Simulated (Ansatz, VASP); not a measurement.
**Two plane-wave programs on Ga**

Contents of INCAR:

```
SYSTEM = Ga
PREC = Accurate ; ENCUT = 520
EDIFF = 1E-7 ; ISMEAR = -1
SIGMA = 0.05 ; LREAL = .False.
LASPH = .True. ; NELM = 60
ALGO = Normal ; ISIF = 2
LWAVE = .False. ; LCHARG = .False.
GGA = PE ; NBANDS = 12
```

The input KPOINTS:

```
Automatic mesh
0
Gamma
  13 13 13
  0 0 0
```

File POSCAR:

```
Ga
1.0
   -1.3457430000      1.3674810000      2.2797440000
    1.3853220000     -1.3814100000      2.3117950000
    1.3842630000      1.4199300000     -2.2880880000
Ga
1
Direct
    0.0001720000      0.0118810000      0.0118730000
```

The input input.yaml:

```yaml
crystal:
  lattice:
    - [-1.345743, 1.367481, 2.279744]
    - [1.385322, -1.38141, 2.311795]
    - [1.384263, 1.41993, -2.288088]
  atoms:
    - { symbol: Ga, position: [0.000172, 0.011881, 0.011873] }
hamiltonian:
  xc: pbe
  pseudopotentials: { kind: paw }
kpoints:
  mp_grid: { grid: [13, 13, 13] }
scf:
  occupations: { method: fermi_dirac, width: 0.05 }
output:
  forces: true
  stress: true
  eigenvalues: true
```

Change from the starting cell: cell strained at random at fixed volume.

Alike in both runs: task single point; functional PBE; k mesh 13 × 13 × 13; occupations fermi-dirac, width 0.05 eV; no spin polarisation.

```csv
,VASP,Ansatz
version,VASP 6.6.1,Ansatz 0.2.0
potentials or method,"VASP PAW PBE potentials, release 64 (Ga_d)",Ansatz PAW
plane-wave cutoff (eV),520,420
valence electrons in the cell,13,13
```

VASP gave:

- gap on the k mesh at the Fermi level (eV): none
- pressure (GPa): 3.8
- largest component of the traceless stress (GPa): 0.49

Question: Estimate Ansatz's values.

Answer: gap on the k mesh at the Fermi level (eV): none; pressure (GPa): 3.7; largest component of the traceless stress (GPa): 0.46.

A gap of «none» marks a metal or a gap that the smearing closes. With one functional, cell and mesh, what is left measures potentials, basis and numerics.
